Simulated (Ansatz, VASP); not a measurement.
# BAs5: VASP beside Ansatz

The input INCAR:

```
SYSTEM = BAs5
PREC = Accurate
ENCUT = 600
EDIFF = 1E-7
ISMEAR = 0
SIGMA = 0.1
LREAL = .False.
LASPH = .True.
NELM = 80
ALGO = Normal
ISIF = 3
LWAVE = .False.
LCHARG = .False.
GGA = PE
IBRION = 2
NSW = 90
EDIFFG = -0.04
```

KPOINTS

```
regular mesh
0
Gamma
  4 4 4
  0 0 0
```

Contents of POSCAR:

```
BAs5
1.0
    0.0000000000      4.0260626700      4.0260626700
    4.0260626700      0.0000000000      4.0260626700
    4.0260626700      4.0260626700      0.0000000000
B As
1 5
Direct
    0.0000000000      0.0000000000      0.0000000000
    0.7500000000      0.7500000000      0.7500000000
    0.5969491100      0.5969491100      0.5969491100
    0.5969491100      0.5969491100      0.2091526600
    0.5969491100      0.2091526600      0.5969491100
    0.2091526600      0.5969491100      0.5969491100
```

Input for Ansatz:

```yaml
crystal:
  lattice:
    - [0.0, 4.02606267, 4.02606267]
    - [4.02606267, 0.0, 4.02606267]
    - [4.02606267, 4.02606267, 0.0]
  atoms:
    - { symbol: B, position: [0.0, 0.0, 0.0] }
    - { symbol: As, position: [0.75, 0.75, 0.75] }
    - { symbol: As, position: [0.59694911, 0.59694911, 0.59694911] }
    - { symbol: As, position: [0.59694911, 0.59694911, 0.20915266] }
    - { symbol: As, position: [0.59694911, 0.20915266, 0.59694911] }
    - { symbol: As, position: [0.20915266, 0.59694911, 0.59694911] }
basis:
  ecutwfc: 420
kpoints:
  mp_grid: { grid: [4, 4, 4] }
hamiltonian:
  xc: pbe
scf:
  occupations: { method: gaussian, width: 0.1 }
  lower_state_search: "off"
output:
  forces: true
  stress: true
  eigenvalues: true
relax:
  adjacent_minimum: "off"
  f_tol: 0.04
  max_steps: 70
  cell: { stress_tol: 0.4 }
```

Alike in both runs: task relaxation of cell and atoms; functional PBE; k mesh 4 × 4 × 4; occupations gaussian, width 0.1 eV; no spin polarisation.

|  | VASP | Ansatz |
| --- | --- | --- |
| version | VASP 6.6.1 | Ansatz 0.2.0 |
| potentials or method | VASP PAW PBE potentials, release 64 (B, As) | scalar-relativistic, plane waves, PAW |
| plane-wave cutoff (eV) | 600 | 420 |
| valence electrons in the cell | 28 | 78 |

Ansatz gave:

```
gap on the k mesh at the Fermi level, each at its own relaxed structure (eV) : none
relaxed volume (Å³/atom)                                                     : 37.86
relaxed cell length with the largest relative difference (Å)                 : 6.849
energy change over the relaxation (meV/atom)                                 : -1412
```

Q: Which values does VASP return?

A: gap on the k mesh at the Fermi level, each at its own relaxed structure (eV): none; relaxed volume (Å³/atom): 37.75; relaxed cell length with the largest relative difference (Å): 6.842; energy change over the relaxation (meV/atom): -1458.

A gap of «none» marks a metal or a gap that the smearing closes. The two sets of potentials don't hold the same shells in valence.

Caveats: the volume moved by over 15 % at a fixed basis, so the end points are rough (VASP).
